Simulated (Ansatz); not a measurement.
# Ti: response to a stretch of c alone

The task here is to estimate one member of a computed series from the others.

Program: Ansatz 0.2.0. Level of theory: DFT r2SCAN, scalar-relativistic, plane waves, PAW. These are calculated values, not measurements.

## Starting point

The structure is cubic, space group Fm-3m (No. 225). Conventional cell: a = 4.110 Å, b = 4.110 Å, c = 4.110 Å, α = 90.00°, β = 90.00°, γ = 90.00°. Ti (site symmetry m-3m) has 12 Ti at 2.91 Å in its first shell of neighbours.

Structure file:

```cif
data_structure
_symmetry_space_group_name_H-M 'Fm-3m'
_symmetry_Int_Tables_number 225
_cell_length_a 4.1103
_cell_length_b 4.1103
_cell_length_c 4.1103
_cell_angle_alpha 90.000
_cell_angle_beta 90.000
_cell_angle_gamma 90.000
_cell_volume 69.44
loop_
_atom_site_label
_atom_site_type_symbol
_atom_site_symmetry_multiplicity
_atom_site_Wyckoff_symbol
_atom_site_fract_x
_atom_site_fract_y
_atom_site_fract_z
_atom_site_occupancy
Ti1 Ti 4 a 0.00000 0.00000 0.00000 1
```

The unstrained cell was computed beforehand with the same settings: E(σ→0) = -5008.5975 eV for 2 atoms, gap none (metal).

Set-up of the first run:

Contents of input.yaml:

```yaml
crystal:
  lattice:
    - [2.0551516152, 2.0551516152, 0.0]
    - [-2.0551516152, 2.0551516152, 0.0]
    - [0.0, 0.0, 4.0280971658]
  atoms:
    - { symbol: Ti, position: [0.0, 0.0, 0.0] }
    - { symbol: Ti, position: [0.5, 0.5, 0.5] }
basis:
  ecutwfc: 500
kpoints:
  mp_grid: { grid: [18, 18, 12] }
hamiltonian:
  xc: r2scan
scf:
  occupations: { method: gaussian, width: 0.1 }
output:
  forces: true
  stress: true
  eigenvalues: true
```

Command:

```console
> ansatz run input.yaml --threads 1 --pin off --max-ram 2560MiB --backend cpu --events-out ev --progress --plain --runs-dir out
```

Steps of the session up to this table: At -2.0 %; At +2.0 %; The cell strained by -4.0 %; Strain +4.0 %; The cell strained by -6.0 %; Strain +6.0 %.

One of the session's tables, all rows but one given; the rest of the session is left out.

Lengths are those of the vectors of the cell that was run; stresses in GPa:

| strain (%) | ΔE (meV/atom) | c (Å) |
| --- | --- | --- |
| -6.0 | 28.6 | 3.864 |
| -4.0 | 12.7 | 3.946 |
| -2.0 | ? | ? |
| +0.0 | 0.0 | 4.110 |
| +2.0 | 3.0 | 4.193 |
| +4.0 | 11.5 | 4.275 |
| +6.0 | 25.2 | 4.357 |

Q: Estimate the row for strain (%) = -2.0 from the others.

Worked estimate for «ΔE (meV/atom)». A straight line through the neighbours (-4.0, 12.7) and (0.0, 0.0) gives 12.7 + (0.0 − 12.7) × (-2.0 + 4.0) / (0.0 + 4.0) = 6.3; a parabola fitted to 4 rows on both sides gives 3.2.

The run gave: ΔE (meV/atom): 3.3; c (Å): 4.028. In «ΔE (meV/atom)» the line misses by +3.0 and the parabola by -0.1.

ΔE is over the unstrained cell. Stress in GPa, positive in compression, on the Cartesian axes of the input. 
